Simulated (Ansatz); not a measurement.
# Ni: a surface, (111), 6 layers

What do the surfaces of Ni (111), 6 layers cost, and how tightly do they hold an electron? Methods of the runs shown: PAW. Its runs: bulk cell relaxed (PAW); bulk in the slab's orientation (PAW); the reference run (PAW); atoms relaxed (PAW); field of 0.3 V/Å along the normal (PAW).

Program: Ansatz 0.2.0. Level of theory: DFT, LDA, PAW with Ansatz's default frozen-core files, scalar-relativistic. These are calculated values, not measurements.

1 further run of the same task is left out (it didn't finish).

**1. Starting point**

It takes space group Fm-3m (No. 225, cubic). The conventional cell has a = 3.425 Å, b = 3.425 Å, c = 3.425 Å, α = 90.00°, β = 90.00°, γ = 90.00°. Ni (site symmetry m-3m) has 12 Ni at 2.42 Å as nearest neighbours.

Structure file:

```xyz
1
Lattice="0.0000 1.7125 1.7125 1.7125 0.0000 1.7125 1.7125 1.7125 0.0000" Properties=species:S:1:pos:R:3 pbc="T T T"
Ni    0.0000    0.0000    0.0000
```

**2. Bulk cell relaxed, PAW**

The input, input.yaml:

```yaml
crystal:
  lattice:
    - [0.0, 1.712480242, 1.712480242]
    - [1.712480242, 0.0, 1.712480242]
    - [1.712480242, 1.712480242, 0.0]
  atoms:
    - { symbol: Ni, position: [0.0, 0.0, 0.0], spin: 1.0 }
magnetization:
  spin_polarized: true
kpoints:
  mp_grid: { grid: [22, 22, 22] }
scf:
  occupations: { method: fermi_dirac, width: 0.1 }
hamiltonian:
  xc: lda
  pseudopotentials: { kind: paw }
output:
  forces: true
  stress: true
relax:
  f_tol: 0.005
  max_steps: 40
  cell: {}
```

Run with:

```console
$ ansatz run input.yaml --threads 3 --pin off --max-ram 9216MiB --backend cpu --events-out ev --progress --plain --runs-dir out
```

The program printed, shortened:

```text
[...]
Pseudopotentials: kind: paw
Pseudopotential: Ni, paw, valence charge 18, recommended cutoff 420 eV (normal)
Functional definition: SPW92
[...]
Crystal: 1 atoms, lattice volume = 10.044 Å³
Basis set: ecut = 420 eV, 181 PW (Γ)
Bands: 14, of which v1, the nominal top of the filled ones, is band 9 counted from 1 (8 counted from 0)
Symmetry: 48 space group operations
Space group: Fm-3m (ITA 225), of the structure as read, at distance tolerance 2.2e-5 Å
Magnetic group: BNS 225.116 (UNI 1618), of the structure as read, at distance tolerance 2.2e-5 Å
k-points: 328 of 10648
[...]
Starting moments: Σ|m| = 1 μB on 1 of 1 site
[...]
--- Forces (eV/Å), atoms counted from 1 ---
  atom   1  Ni    -0.00000000     0.00000000     0.00000000
[...]
--- Stress (GPa, compression-positive) ---
        0.028737      -0.000000      -0.000000
       -0.000000       0.028737      -0.000000
       -0.000000      -0.000000       0.028737
  P = ⅓ Tr σ = 0.0287 GPa (0.287 kbar)
--- Relaxed structure (2 steps of the walk, 2 accepted, 1 SCFs on fresh bases) ---
  F+E_penalty+E_count = -5773.40470774 eV   max|allowed force component| = 0.000e0 eV/Å   (the final SCF, on the basis selected at the relaxed cell)
  cell:  # Å, volume = 10.0450 Å³
    - [7.949700921928534e-35, 1.712538244715086, 1.712538244715086]
    - [1.712538244715086, 3.172789641088917e-35, 1.712538244715086]
    - [1.712538244715086, 1.712538244715086, -1.5923037602798722e-35]
  atoms:
    - { symbol: Ni, position: [0.0, 0.0, 0.0] }
```

It took 12 s on 3 threads of Arm Neoverse V1, shared host; peak memory 0.36 GiB.

Step by step:

| step | energy from step 1 (eV/cell) | largest force component (eV/Å) | pressure (GPa) | volume (Å³) |
| --- | --- | --- | --- | --- |
| 1 | 0.0000 | 0.0000 | 0.06 | 10.04 |
| 2 | 0.0000 | 0.0000 | 0.03 | 10.05 |
| 3 | 0.0000 | 0.0000 | 0.03 | 10.05 |

Step 1 is the start. Step 3 repeats the geometry before on a plane-wave basis chosen anew for that cell, so the energy can jump there without any move; the table keeps such jumps.

| input's cell | before | after | change |
| --- | --- | --- | --- |
| a (Å) | 2.422 | 2.422 | +0.0 % |
| b (Å) | 2.422 | 2.422 | +0.0 % |
| c (Å) | 2.422 | 2.422 | +0.0 % |
| volume (Å³/atom) | 10.04 | 10.05 | +0.0 % |

**3. Bulk in the slab's orientation, PAW**

The input, input.yaml:

```yaml
crystal:
  lattice:
    - [0.0, 1.7125382447, -1.7125382447]
    - [-1.7125382447, 0.0, 1.7125382447]
    - [3.4250764894, 3.4250764894, 3.4250764894]
  atoms:
    - { symbol: Ni, position: [0.0, 0.0, 0.0], spin: 1.0 }
    - { symbol: Ni, position: [0.333333333, 0.666666667, 0.333333333], spin: 1.0 }
    - { symbol: Ni, position: [0.666666667, 0.333333333, 0.666666667], spin: 1.0 }
magnetization:
  spin_polarized: true
kpoints:
  mp_grid: { grid: [19, 19, 7] }
scf:
  occupations: { method: fermi_dirac, width: 0.1 }
hamiltonian:
  xc: lda
  pseudopotentials: { kind: paw }
output:
  forces: true
  stress: true
  eigenvalues: true
```

Run with:

```console
$ ansatz run input.yaml --threads 3 --pin off --max-ram 9216MiB --backend cpu --events-out ev --progress --plain --runs-dir out
```

The program printed, shortened:

```text
[...]
[... 3 set-up lines as earlier in the session ...]
[...]
Crystal: 3 atoms, lattice volume = 30.135 Å³
Basis set: ecut = 420 eV, 577 PW (Γ)
Bands: 35, of which v1, the nominal top of the filled ones, is band 27 counted from 1 (26 counted from 0)
Symmetry: 36 space group operations
[...]
--- Forces (eV/Å), atoms counted from 1 ---
  atom   1  Ni     0.00000000     0.00000000     0.00000000
  atom   2  Ni     0.00000000     0.00000000     0.00000000
  atom   3  Ni     0.00000000     0.00000000     0.00000000
[...]
--- Stress (GPa, compression-positive) ---
       -0.028665       0.023397       0.023397
        0.023397      -0.028665       0.023397
        0.023397       0.023397      -0.028665
  P = ⅓ Tr σ = -0.0287 GPa (-0.287 kbar)
--- Band table (eV; the first three rows and the last of 500) ---
[...]
```

It took 21 s on 3 threads of Arm Neoverse V1, shared host; peak memory 0.68 GiB.

In short: pressure -0.03 GPa; no gap; spin moments Ni1 0.59 μB.

**4. The slab as cut**

The slab cell holds 6 atoms: a = 2.422 Å, b = 2.422 Å, c = 25.887 Å, α = 90.00°, β = 90.00°, γ = 120.00°.

**5. Slab as cut, PAW**

The input, input.yaml:

```yaml
crystal:
  lattice:
    - [2.4218948118, 0.0, 0.0]
    - [-1.2109474059, 2.0974224323, 0.0]
    - [0.0, 0.0, 25.8873]
  atoms:
    - { symbol: Ni, position: [0.1666666665, 0.3333333335, 0.3090309887], spin: 1.0 }
    - { symbol: Ni, position: [0.5000000005, 0.9999999995, 0.3854185931], spin: 1.0 }
    - { symbol: Ni, position: [0.8333333335, 0.6666666665, 0.4618061975], spin: 1.0 }
    - { symbol: Ni, position: [0.1666666665, 0.3333333335, 0.5381938019], spin: 1.0 }
    - { symbol: Ni, position: [0.5000000005, 0.9999999995, 0.6145814069], spin: 1.0 }
    - { symbol: Ni, position: [0.8333333335, 0.6666666665, 0.6909690113], spin: 1.0 }
magnetization:
  spin_polarized: true
kpoints:
  mp_grid: { grid: [19, 19, 1] }
scf:
  occupations: { method: fermi_dirac, width: 0.1 }
hamiltonian:
  xc: lda
  pseudopotentials: { kind: paw }
output:
  forces: true
  stress: true
  eigenvalues: true
  populations: true
efield:
  axis: 3
  amplitude: 0
  dipole_correction: true
```

Run with:

```console
$ ansatz run input.yaml --threads 3 --pin off --max-ram 9216MiB --backend cpu --events-out ev --progress --plain --runs-dir out
```

The program printed:

```text
Engine: ansatz 0.2.0
[... 3 set-up lines as earlier in the session ...]
  exchange = slater_x
  correlation = pw_c
Crystal: 6 atoms, lattice volume = 131.501 Å³
Basis set: ecut = 420 eV, 2493 PW (Γ)
Bands: 69, of which v1, the nominal top of the filled ones, is band 54 counted from 1 (53 counted from 0)
Symmetry: 6 space group operations
k-points: 40 of 361 (time reversal used)
Non-local potential: Ni, projectors of the file, l = 0: 3, l = 1: 2, l = 2: 3, l = 3: 1
PAW form: soft (Blöchl's): semilocal exchange-correlation on the pseudo side does not see the compensation charge
PAW frozen core: Ni, regenerated for the run's functional, and the local potential with it (the file was generated under x = pbe(κ = 0.804, μ = 0.2195149727645171), c = pbe(β = 0.06672455060314922))
PAW one-centre angular grid: Ni, 590 points (default); XC on 64 Gauss nodes
Initial density: superposition of atomic densities (neutral atoms: chi_scale 0, normalization atom)
Starting moments: Σ|m| = 6 μB on 6 of 6 sites
Initial wavefunctions: pseudopotential atomic-orbital guess
Functional: x = slater, c = lda
SCF iter   1: F=—  HF=-34633.767586 eV  |F-HF|=—  |Δ(HF+E_count)|=         —  Δρ=3.98e-2 (↑3.98e-2 ↓3.79e-2)  dr2=6.51e0  dr2_m=9.63e-2  M=4.922 μB ∫|m|=5.175 μB  β_m=1.00  ethr=3.10e-3  p=0.000 e·Å  D=8.42e-13 V/Å  ΔV_dip=-0.00 eV  dr2_dipole=1.33e-7  V_vac-E_F(+/−)=7.58/7.58 eV  ⟨swp⟩=9.6  Hψ=27846  notcnv=0  defer=174
Mixer restart at iter 1: flushing history
efield: sawtooth ramp at fractional position 0.9500 (placed from the atoms, in the widest stretch of the axis that holds none; the zero of the levels goes with the place), width 0.1000; the density the first Hamiltonian is built on has a dipole p = 0.000 e·Å; the dipole correction subtracts the counter field D = 8.42e-13 V/Å, which shifts the + side's vacuum level by -0.00 eV against the − side's; the planar-averaged density in the ramp window peaks in size at 1.1e-5 e/Å³
preconditioner: auto → LDOS  [metal: Δε(μ)=0.011 eV  Ē_g=8.728 eV  σ=0.100 eV  W_gap=0.03  n_scr=20 (ndim 8)  ℏωp=25.1 eV  f_vac=0.495  D(μ)=9.23/eV (n_scr^D=118)]
spin=Collinear: LDOS preconditioning applied to the charge; magnetization (m = ρ↑ − ρ↓) channel mixes plain (no charge-response kernel on spin).
SCF iter   2: F=—  HF=-34632.935160 eV  |F-HF|=—  |Δ(HF+E_count)|=   8.32e-1  Δρ=2.43e-2 (↑1.37e-2 ↓2.43e-2)  dr2=1.03e0  dr2_m=6.30e-2  M=4.381 μB ∫|m|=4.794 μB  β_m=0.27  ethr=3.10e-3  p=0.000 e·Å  D=1.30e-5 V/Å  ΔV_dip=-0.00 eV  dr2_dipole=2.32e-8  V_vac-E_F(+/−)=6.82/6.82 eV  ⟨swp⟩=2.8  Hψ=9799  notcnv=0  defer=292
density mixer auto → msr1: a metal under ldos (density of states about μ 3.71 of a free-electron gas's, 20 screened modes)
SCF iter   3: F=—  HF=-34634.674586 eV  |F-HF|=—  |Δ(HF+E_count)|=    1.74e0  Δρ=1.33e-2 (↑5.85e-3 ↓1.33e-2)  dr2=1.92e-1  dr2_m=6.90e-2  M=4.352 μB ∫|m|=4.735 μB  β_m=0.58  ethr=9.52e-4  p=0.000 e·Å  D=5.92e-6 V/Å  ΔV_dip=-0.00 eV  dr2_dipole=1.27e-10  V_vac-E_F(+/−)=6.51/6.51 eV  ⟨swp⟩=2.9  Hψ=9887  notcnv=0  defer=303
SCF iter   4: F=—  HF=-34638.138831 eV  |F-HF|=—  |Δ(HF+E_count)|=    3.46e0  Δρ=2.19e-2 (↑4.43e-3 ↓2.19e-2)  dr2=4.32e-1  dr2_m=1.32e-1  M=3.843 μB ∫|m|=4.237 μB  β_m=0.43  ethr=1.78e-4  p=0.000 e·Å  D=3.42e-7 V/Å  ΔV_dip=-0.00 eV  dr2_dipole=1.77e-8  V_vac-E_F(+/−)=5.86/5.86 eV  ⟨swp⟩=3.8  Hψ=12668  notcnv=0  defer=305
SCF iter   5: F=—  HF=-34638.715241 eV  |F-HF|=—  |Δ(HF+E_count)|=   5.76e-1  Δρ=6.42e-3 (↑4.88e-3 ↓6.42e-3)  dr2=6.23e-2  dr2_m=2.62e-2  M=3.731 μB ∫|m|=4.093 μB  β_m=0.66  ethr=1.78e-4  p=-0.000 e·Å  D=-1.57e-5 V/Å  ΔV_dip=0.00 eV  dr2_dipole=1.11e-7  V_vac-E_F(+/−)=5.73/5.73 eV  ⟨swp⟩=2.4  Hψ=10781  notcnv=0  defer=341
SCF iter   6: F=—  HF=-34638.853991 eV  |F-HF|=—  |Δ(HF+E_count)|=   1.39e-1  Δρ=6.44e-3 (↑4.07e-3 ↓6.44e-3)  dr2=7.92e-2  dr2_m=5.74e-3  M=3.613 μB ∫|m|=3.981 μB  β_m=0.56  ethr=5.77e-5  p=0.000 e·Å  D=1.04e-5 V/Å  ΔV_dip=-0.00 eV  dr2_dipole=2.57e-7  V_vac-E_F(+/−)=5.59/5.60 eV  ⟨swp⟩=3.0  Hψ=12338  notcnv=0  defer=356
SCF iter   7: F=—  HF=-34638.832038 eV  |F-HF|=—  |Δ(HF+E_count)|=   2.20e-2  Δρ=1.21e-3 (↑7.80e-4 ↓1.21e-3)  dr2=3.52e-3  dr2_m=2.95e-4  M=3.594 μB ∫|m|=3.962 μB  β_m=0.48  ethr=5.77e-5  p=-0.000 e·Å  D=-5.55e-6 V/Å  ΔV_dip=0.00 eV  dr2_dipole=2.78e-8  V_vac-E_F(+/−)=5.56/5.56 eV  ⟨swp⟩=2.2  Hψ=9849  notcnv=0  defer=356
SCF iter   8: F=—  HF=-34638.829019 eV  |F-HF|=—  |Δ(HF+E_count)|=   3.02e-3  Δρ=4.68e-4 (↑4.08e-4 ↓4.68e-4)  dr2=3.75e-4  dr2_m=6.73e-5  M=3.586 μB ∫|m|=3.956 μB  β_m=0.71  ethr=3.26e-6  p=-0.000 e·Å  D=-9.67e-7 V/Å  ΔV_dip=0.00 eV  dr2_dipole=2.72e-10  V_vac-E_F(+/−)=5.52/5.52 eV  ⟨swp⟩=2.9  Hψ=10426  notcnv=0  defer=356
SCF iter   9: F=—  HF=-34638.831359 eV  |F-HF|=—  |Δ(HF+E_count)|=   2.34e-3  Δρ=3.94e-4 (↑1.86e-4 ↓3.94e-4)  dr2=2.96e-4  dr2_m=1.75e-5  M=3.595 μB ∫|m|=3.968 μB  β_m=0.65  ethr=3.47e-7  p=-0.000 e·Å  D=-3.14e-6 V/Å  ΔV_dip=0.00 eV  dr2_dipole=1.58e-9  V_vac-E_F(+/−)=5.52/5.52 eV  ⟨swp⟩=2.4  Hψ=8886  notcnv=0  defer=358
[... 44 lines left out ...]
SCF iter  35: F=-34638.831471 eV  HF=-34638.831471 eV  |F-HF|=1.27e-9  |Δ(HF+E_count)|=  1.02e-10  Δρ=3.75e-7 (↑6.52e-8 ↓3.75e-7)  dr2=1.03e-9  dr2_m=2.93e-11  M=3.597 μB ∫|m|=3.971 μB  ethr=1.08e-12  p=-0.000 e·Å  D=-2.00e-8 V/Å  ΔV_dip=0.00 eV  dr2_dipole=2.24e-10  V_vac-E_F(+/−)=5.52/5.52 eV  ⟨swp⟩=1.0  Hψ=11456  notcnv=0
Mixer restart at iter 35: flushing history
iter 36 has the input of iteration 27 again, and its energy change is against the last iteration that had it
iter 36 met the thresholds in force, and the SCF goes on: an eigenvalue changes by 2.44 meV, over its tolerance of 1.00 meV (output.eigenvalues, Limitations)
SCF iter  36: F=-34638.831471 eV  HF=-34638.831471 eV  |F-HF|=1.87e-9  |Δ(HF+E_count)|=    0.00e0  Δρ=3.46e-7 (↑4.90e-8 ↓3.46e-7)  dr2=1.29e-9  dr2_m=2.71e-11  M=3.597 μB ∫|m|=3.971 μB  ethr=1.20e-12  p=-0.000 e·Å  D=-3.01e-8 V/Å  ΔV_dip=0.00 eV  dr2_dipole=5.70e-10  V_vac-E_F(+/−)=5.52/5.52 eV  ⟨swp⟩=1.1  Hψ=11113  notcnv=0
Mixer restart at iter 36: flushing history
SCF iter  37: F=-34638.831471 eV  HF=-34638.831471 eV  |F-HF|=4.37e-10  |Δ(HF+E_count)|=  1.75e-10  Δρ=2.21e-7 (↑6.88e-8 ↓2.21e-7)  dr2=2.33e-10  dr2_m=8.73e-12  M=3.597 μB ∫|m|=3.971 μB  ethr=1.20e-12  p=-0.000 e·Å  D=-1.31e-7 V/Å  ΔV_dip=0.00 eV  dr2_dipole=2.95e-12  V_vac-E_F(+/−)=5.52/5.52 eV  ⟨swp⟩=1.1  Hψ=20115  notcnv=0
iter 38 did not close the SCF: its close was put off for an unfilled level that stood over its bar (scf_convergence_deferred on its scf_iter line)
SCF iter  38: F=-34638.831471 eV  HF=-34638.831471 eV  |F-HF|=2.98e-10  |Δ(HF+E_count)|=  1.46e-10  Δρ=2.16e-7 (↑5.75e-8 ↓2.16e-7)  dr2=3.10e-10  dr2_m=9.47e-12  M=3.597 μB ∫|m|=3.971 μB  ethr=1.00e-12  p=-0.000 e·Å  D=-1.29e-7 V/Å  ΔV_dip=0.00 eV  dr2_dipole=4.15e-11  V_vac-E_F(+/−)=5.52/5.52 eV  ⟨swp⟩=1.1  Hψ=11700  notcnv=0
SCF iter  39: F=-34638.831471 eV  HF=-34638.831471 eV  |F-HF|=2.04e-10  |Δ(HF+E_count)|=  8.00e-11  Δρ=1.72e-8 (↑9.22e-9 ↓1.72e-8)  dr2=9.88e-13  dr2_m=3.04e-14  M=3.597 μB ∫|m|=3.971 μB  ethr=1.00e-12  p=-0.000 e·Å  D=-3.73e-8 V/Å  ΔV_dip=0.00 eV  dr2_dipole=1.71e-15  V_vac-E_F(+/−)=5.52/5.52 eV  ⟨swp⟩=1.0  Hψ=11420  notcnv=0
SCF 1 converged in 39 iterations: F = -34638.831471 eV  dr2 = 9.88e-13
SCF converged after 39 iterations
Magnetization: 3.5974 μB (55.7987 up, 52.2013 down)
Absolute magnetization: 3.9755 μB (∫|ρ↑−ρ↓|, with the PAW one-centre terms)
Spin contamination: 0.0308 ħ² per cell (⟨S²⟩ above its minimum at these occupations)
Per-site moments (μB) at R_I (Å): [(0.6402172262942007, 0.9990316092544707), (0.6432068364087526, 0.9990316092544707), (0.5968154565288033, 0.9990316092544703), (0.5968154859529962, 0.9990316092544703), (0.6432067947104723, 0.9990316092544709), (0.6402171995788725, 0.9990316092544709)]
Free energy (F): -34638.831471 eV
Harris-Foulkes:  -34638.831471 eV  (|F-HF|=2.04e-10)
Internal energy: -34638.497448 eV  (E = F + TS)
E sigma→0 (E₀):  -34638.664460 eV
Entropy (-TS):   -0.334023 eV (-55.670 meV/atom)
Fermi energy:    6.041549 eV
Dipole field:    D = 0.000000 V/Å  (p = 0.000000 e·Å, saw-weighted, corrected)
Work function:   Φ+ = 5.5208 eV   Φ− = 5.5208 eV
Levels:          The Fermi level and band energies are counted from a zero that moves with the ramp; work functions are not
--- Per-component energies (eV) ---
  E_band       = -2995.400441
  E_kinetic    = 1703.396603
  E_local      = -287595.759491  (includes V_loc(G=0)·N_el)
  E_nonlocal   = 3831.893977
  E_hartree    = 141436.985516
  E_xc         = -508.871872
  E_vxc        = -658.780218  (∫ρ·V_xc dr)
  E_paw        = -9377.158567  (= ΣΔE_a)
  E_vpaw       = -3150.125387  (= ΣTr[D̂ρ^β])
  E_aug_tail   = 0.003145  (compensation charges beyond the density's cutoff)
  E_efield     = 0.000000  (sawtooth field / dipole correction)
  E_vefield    = 0.000000  (∫n·V_field dr)
  E_ewald      = 115868.408517
  E_core_change = 2.604723  (= ΣΔE_core)
  E_smearing   = -0.334023  (= −TS)
  E_closure    = 0.000000  (closes the sum)
  Σ components = -34638.831471   (vs F -34638.831471, Δ=0.00e0)
--- Forces (eV/Å), atoms counted from 1 ---
  atom   1  Ni     0.00000000    -0.00000000     0.16491097
  atom   2  Ni     0.00000000     0.00000000    -0.14776352
  atom   3  Ni     0.00000000    -0.00000000    -0.01882594
  atom   4  Ni    -0.00000000     0.00000000     0.01882608
  atom   5  Ni     0.00000000    -0.00000000     0.14776351
  atom   6  Ni     0.00000000     0.00000000    -0.16491154
  max |Σ_I F_I| component: 4.54e-7 eV/Å
--- Stress (GPa, compression-positive) ---
       -2.669468       0.000000       0.000000
        0.000000      -2.669468      -0.000000
       -0.000000       0.000000      -0.872342
  P = ⅓ Tr σ = -2.0704 GPa (-20.704 kbar)
--- Band table (eV; the first three rows and the last of 80) ---
  k-point 0 ↑: bands = ["-96.8704", "-96.8674", "-96.8396", "-96.8175", "-96.5748", "-96.5748", "-57.7891", "-57.7314", "-57.6369", "-57.5508", "-57.5508", "-57.5489", "-57.5489", "-57.5443", "-57.5207", "-57.5207", "-57.5012", "-57.5012", "-57.3328", "-57.3328", "-57.3328", "-57.3328", "-57.2299", "-57.2297", "-3.3826", "-2.6469", "-1.5452", "-0.3307", "0.5137", "0.7316", "3.2070", "3.2351", "3.4479", "3.4780", "3.4780", "3.5074", "3.5074", "3.5574", "3.5915", "3.5915", "3.6358", "3.6358", "3.8303", "3.8303", "3.8544", "3.8544", "4.1616", "4.7304", "4.7304", "4.7419", "4.7419", "4.8975", "4.8975", "5.1804", "5.1804", "5.4254", "5.4254", "5.5295", "5.5295", "5.6246", "6.0538", "11.2212", "11.2867", "12.2900", "12.9984", "14.3291", "14.7306", "17.0730", "17.1096"]
  k-point 1 ↑: bands = ["-96.8694", "-96.8664", "-96.8387", "-96.8168", "-96.5739", "-96.5739", "-57.7869", "-57.7304", "-57.6377", "-57.5590", "-57.5547", "-57.5526", "-57.5505", "-57.5444", "-57.5250", "-57.5223", "-57.5070", "-57.5024", "-57.3389", "-57.3389", "-57.3343", "-57.3343", "-57.2292", "-57.2291", "-3.2810", "-2.5482", "-1.4511", "-0.2418", "0.5956", "0.8043", "3.1484", "3.1768", "3.4191", "3.4295", "3.4526", "3.5233", "3.5381", "3.5592", "3.5976", "3.6354", "3.6480", "3.6749", "3.7943", "3.8473", "3.8705", "3.8966", "4.0303", "4.6494", "4.6540", "4.7659", "4.7731", "4.9063", "4.9427", "5.0469", "5.1373", "5.1820", "5.4077", "5.4263", "5.5323", "6.1030", "6.5623", "11.3156", "11.3703", "12.3820", "13.0622", "14.4079", "14.8114", "17.1608", "17.1889"]
  k-point 2 ↑: bands = ["-96.8663", "-96.8635", "-96.8360", "-96.8148", "-96.5713", "-96.5713", "-57.7804", "-57.7274", "-57.6405", "-57.5787", "-57.5710", "-57.5576", "-57.5553", "-57.5527", "-57.5334", "-57.5268", "-57.5233", "-57.5059", "-57.3565", "-57.3564", "-57.3386", "-57.3386", "-57.2274", "-57.2273", "-2.9801", "-2.2571", "-1.1756", "0.0148", "0.8302", "1.0125", "2.9761", "3.0541", "3.2561", "3.2922", "3.3966", "3.4733", "3.6091", "3.6190", "3.6456", "3.6560", "3.7168", "3.7632", "3.7864", "3.8119", "3.8567", "3.9846", "4.0191", "4.5232", "4.5606", "4.6363", "4.7270", "4.7609", "4.8236", "4.9259", "5.1639", "5.1848", "5.4286", "5.5401", "5.7853", "6.7430", "7.3722", "11.5989", "11.6171", "12.6577", "13.2550", "14.6505", "15.0541", "17.4227", "17.4295"]
  k-point 39 ↓: bands = ["-96.0700", "-96.0683", "-96.0436", "-96.0436", "-95.7695", "-95.7695", "-57.0240", "-57.0202", "-57.0044", "-56.9844", "-56.9794", "-56.9640", "-56.9488", "-56.9370", "-56.8857", "-56.8781", "-56.8742", "-56.8667", "-56.7458", "-56.7457", "-56.7220", "-56.7219", "-56.4817", "-56.4817", "2.4441", "2.4518", "2.4952", "2.5721", "2.5930", "2.6732", "2.6771", "2.7891", "2.7923", "3.0534", "3.1406", "3.5741", "3.6120", "3.7288", "3.7881", "4.2677", "4.2774", "4.3499", "4.3527", "5.0393", "5.0783", "5.1767", "5.3311", "5.3664", "5.8740", "5.9621", "6.0504", "6.0918", "6.0955", "6.1755", "10.5676", "10.9497", "11.5062", "11.9719", "12.1569", "12.6933", "12.7378", "13.5954", "13.6831", "14.0624", "14.6197", "14.8814", "16.1149", "16.3356", "17.9000"]
--- Löwdin populations: 6 sites ---
  site symbol       q [e]    m [muB]
     0     Ni     17.8048     0.6379
     1     Ni     17.7694     0.6384
     2     Ni     17.7862     0.5928
     3     Ni     17.7862     0.5928
     4     Ni     17.7694     0.6384
     5     Ni     17.8048     0.6379
  spilling = 0.011845 (of n_electrons = 108.000000)
```

Wall time 4.3 min (3 threads of Arm Neoverse V1, shared host); peak memory 2 GiB.

Read from it: no gap; largest force 0.165 eV/Å; spin moments Ni1 0.64, Ni2 0.64, Ni3 0.60 μB; work function 5.52 eV.

(Part 1 of 2 ends here.)
